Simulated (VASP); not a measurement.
**NaF (Villiaumite): relaxation of cell and atoms with PBEsol**

NaF (Villiaumite):

```xyz
2
Lattice="0.0000 2.3200 2.3200 2.3200 0.0000 2.3200 2.3200 2.3200 0.0000" Properties=species:S:1:pos:R:3 pbc="T T T"
Na    0.0000    0.0000    0.0000
F     2.3200    2.3200    2.3200
```

```yaml
Program: VASP 6.6.1
Task: relaxation of cell and atoms
Functional: PBEsol
Potentials_or_basis: VASP PAW PBE potentials, release 64 (Na_pv, F)
Cutoff: 600 eV
k_mesh: 10 × 10 × 10
Occupations: gaussian, width 0.03 eV
Spin: no spin polarisation
Further_INCAR_settings: ALGO = Normal; EDIFF = 1e-06; IBRION = 2; EDIFFG = -0.01; NSW = 90; ISIF = 3
```

```
Relaxed volume                         : 12.39 Å³/atom
Relaxed cell                           : a = 3.273 Å, b = 3.273 Å, c = 3.273 Å, α = 60.00°, β = 60.00°, γ = 60.00°
Space group after relaxing (to 0.05 Å) : Fm-3m (No. 225)
Energy gained by relaxing              : 0.2 meV/atom
Ionic steps                            : 3
Pressure after relaxing                : 0.0 GPa
Band gap on the k mesh                 : 6.18 eV, direct
```

Step by step:
```tsv
step	energy change (eV)	largest force (eV/Å)	pressure (GPa)	volume (Å³)
1	0.0000	0.0000	-0.49	24.97
2	-0.0003	0.0000	-0.14	24.84
3	-0.0003	0.0000	0.01	24.78
```

Final structure:
```yaml
crystal:
  lattice:
    - [0.00000, 2.31406, 2.31406]
    - [2.31406, 0.00000, 2.31406]
    - [2.31406, 2.31406, 0.00000]
  atoms:
    - { symbol: Na, position: [0.00000, 0.00000, 0.00000] }
    - { symbol: F, position: [0.50000, 0.50000, 0.50000] }
```

Levels at points of the mesh, in eV from the valence-band top:
```tsv
k point	band 5	band 6	band 7	band 8	band 9	band 10
(0.00, 0.00, 0.00)	0.00	0.00	0.00	6.18	18.87	18.87
(0.50, 0.00, 0.00)	-1.63	-0.26	-0.26	10.63	12.37	20.02
(0.50, 0.50, 0.00)	-1.30	-0.41	-0.41	13.01	13.11	13.57
```

Wall time 27 s on 1 thread of AMD EPYC 7R13 Processor (Zen 3), with other jobs on the host, peak memory 0.13 GiB.

Caveat: the PAW data sets were made with another functional, which shifts forces and pressure a little. A k mesh can miss the band edges.
